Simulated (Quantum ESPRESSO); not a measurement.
# Cost and result for the electronic dielectric constant of KI

**What was measured.** The electronic dielectric constant of KI (Fm-3m) is reported as 2.65 (a printed reference work). The runs below try to reproduce it.

The structure is cubic, space group Fm-3m (No. 225). The conventional cell has a = 7.066 Å, b = 7.066 Å, c = 7.066 Å, α = 90.00°, β = 90.00°, γ = 90.00°. Around I (site symmetry m-3m) lie 6 K at 3.53 Å. K (site symmetry m-3m) is surrounded by 6 I at 3.53 Å.

```csv
rung,level,program and potentials,cutoff (eV),k mesh,task,core time,chip,electronic dielectric constant,miss,notes
GGA,revPBE,"Quantum ESPRESSO, PseudoDojo 0.4.1 SR PBE standard",1007,"2 × 2 × 2, shifted",phonons,1.7 min,Intel Xeon 6975P-C Granite Rapids,2.60,-1.9 %,coarse mesh; potentials made for PBE; cell relaxed first (50.12 Å³/atom)
GGA,PBE,"Quantum ESPRESSO, SSSP 1.3 efficiency PBE",816,"2 × 2 × 2, shifted",phonons,2.7 min,Intel Xeon 6975P-C Granite Rapids,2.85,+7.5 %,coarse mesh
LDA,LDA,"Quantum ESPRESSO, PseudoDojo 0.4.1 SR LDA standard",980,"6 × 6 × 6, shifted",dielectric tensor,3.2 min,Intel Xeon 6975P-C Granite Rapids,2.95,+11.3 %,-
GGA,BLYP,"Quantum ESPRESSO, PseudoDojo 0.4.1 SR PBE standard",1007,"6 × 6 × 6, shifted",dielectric tensor,4.3 min,Intel Xeon 6975P-C Granite Rapids,2.84,+7.2 %,potentials made for PBE
GGA,PBE,"Quantum ESPRESSO, SPMS 1.0 PBE",912,"4 × 4 × 4, shifted",phonons,6.9 min,Arm Neoverse V1,2.88,+8.7 %,-
LDA,LDA,"Quantum ESPRESSO, PseudoDojo 0.4.1 SR LDA standard",980,"4 × 4 × 4, shifted",phonons,9 min,Arm Neoverse V1,3.12,+17.7 %,cell relaxed first (39.60 Å³/atom)
GGA,PBE,"Quantum ESPRESSO, JTH 2.0 PBE",707,"4 × 4 × 4, shifted",phonons,9.8 min,Arm Neoverse V1,2.80,+5.7 %,cell relaxed first (46.40 Å³/atom)
GGA,PBE,"Quantum ESPRESSO, PseudoDojo 0.4.1 SR PBE standard",1007,"4 × 4 × 4, shifted",phonons,13 min,Arm Neoverse V1,2.80,+5.7 %,cell relaxed first (46.28 Å³/atom)
GGA,PW91,"Quantum ESPRESSO, PseudoDojo 0.4.1 SR PBE standard",1007,"4 × 4 × 4, shifted",phonons,13 min,Arm Neoverse V1,2.80,+5.7 %,potentials made for PBE; cell relaxed first (46.20 Å³/atom)
GGA,revPBE,"Quantum ESPRESSO, PseudoDojo 0.4.1 SR PBE standard",1007,"4 × 4 × 4, shifted",phonons,14 min,Arm Neoverse V1,2.62,-1.1 %,potentials made for PBE; cell relaxed first (50.24 Å³/atom)
GGA,BLYP,"Quantum ESPRESSO, PseudoDojo 0.4.1 SR PBE standard",1007,"4 × 4 × 4, shifted",phonons,14 min,Arm Neoverse V1,2.69,+1.5 %,potentials made for PBE; cell relaxed first (49.32 Å³/atom)
non-local van der Waals functional,vdW-DF-cx,"Quantum ESPRESSO, PseudoDojo 0.4.1 SR PBE standard",1007,"4 × 4 × 4, shifted",phonons,18 min,Arm Neoverse V1,2.88,+8.7 %,potentials made for PBE; cell relaxed first (44.09 Å³/atom)
```

Times are single runs on shared hosts and different chips, so they are rough; meshes, cutoffs and the tasks' sizes weigh on the time. All rows: no spin polarisation. The cell comes from a database and isn't always the measured one. Meshes differ between rows, which moves values too. All levels ran on this one cell, unrelaxed unless noted. Meshes are those of the run's cell of 2 atoms unless a note names another. Misses use the values as printed. Runs on faulty files, with rough fits or with known faults for this quantity aren't shown. No row holds spin-orbit coupling.

By rung: LDA 2.95; LDA in relaxed cells 3.12; GGA 2.84 to 2.88; GGA in relaxed cells 2.62 to 2.80; non-local van der Waals functional 2.88; GGA in relaxed cells on coarse meshes 2.60; GGA on coarse meshes 2.85. Measured: 2.65 (a printed reference work). Closest, coarse meshes and atomic bases left aside, is revPBE with Quantum ESPRESSO, PseudoDojo 0.4.1 SR PBE standard (-1.1 %), and PBE misses by +5.7 % to +8.7 % on plain settings. The runs are for a static lattice, while measurements hold temperature and zero-point motion.
